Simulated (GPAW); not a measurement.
The system is SiC (Moissanite).

```
Si C
1.0
     3.07600    0.00000    0.00000
    -1.53800    2.66389    0.00000
     0.00000    0.00000    5.04800
Si C
2 2
Direct
  0.66667 0.33333 0.50000
  0.33333 0.66667 0.00000
  0.66667 0.33333 0.88500
  0.33333 0.66667 0.38500
```

Base run:

- Program: GPAW 26.7.0
- Functional: PW91
- Potentials or basis: PAW data sets generated in the run's folder for this functional
- Cutoff: 800 eV
- Basis: pw
- k mesh: 7 × 7 × 4
- Occupations: fermi-dirac, width 0.05 eV
- Spin: no spin polarisation

Its results: pressure 4.5 GPa; largest force 0.765 eV/Å.

**Question.** The run is repeated on the same cell with these changes: functional from PW91 to PBEint. What comes out?

**Answer.** Pressure 3.1 GPa; largest force 0.764 eV/Å.
